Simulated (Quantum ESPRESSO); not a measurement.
Crystal: BaTiO3.

```
CELL_PARAMETERS angstrom
4.00600 0.00000 0.00000
0.00000 4.00600 0.00000
0.00000 0.00000 4.00600
ATOMIC_POSITIONS crystal
Ba 0.50000 0.50000 0.50000
Ti 0.00000 0.00000 0.00000
O 0.00000 0.00000 0.50000
O 0.00000 0.50000 0.00000
O 0.50000 0.00000 0.00000
```

Program: Quantum ESPRESSO 7.5. Alike in all runs: task dielectric tensor; no spin polarisation; cell as given; cutoff (eV) 1143; smearing fermi-dirac 0.05 eV.

Q: Order these runs on this cell by their pressure, lowest first.
A. level PBE; potentials or basis PseudoDojo 0.4.1 SR PBE standard; k mesh 2 × 2 × 2; mesh quality coarse
B. level BLYP; potentials or basis PseudoDojo 0.4.1 SR PBE standard; k mesh 6 × 6 × 6, shifted; mesh quality not flagged
C. level PBE; potentials or basis PseudoDojo 0.4.1 SR PBE standard; k mesh 6 × 6 × 6, shifted; mesh quality not flagged
D. level LDA; potentials or basis PseudoDojo 0.4.1 SR LDA standard; k mesh 6 × 6 × 6, shifted; form of the LDA correlation PW92; mesh quality not flagged
E. level PBEsol; potentials or basis PseudoDojo 0.4.1 SR PBEsol standard; k mesh 6 × 6 × 6, shifted; mesh quality not flagged

A: D (-9.0 GPa), E (-4.3 GPa), C (1.9 GPa), A (4.3 GPa), B (8.0 GPa).

Caveats: some runs use coarse meshes; this release of the barium file is off; the cell is more than 3 GPa from zero pressure, which shifts response properties (some runs); the potentials were made for another functional, which shifts forces and pressure (some runs).
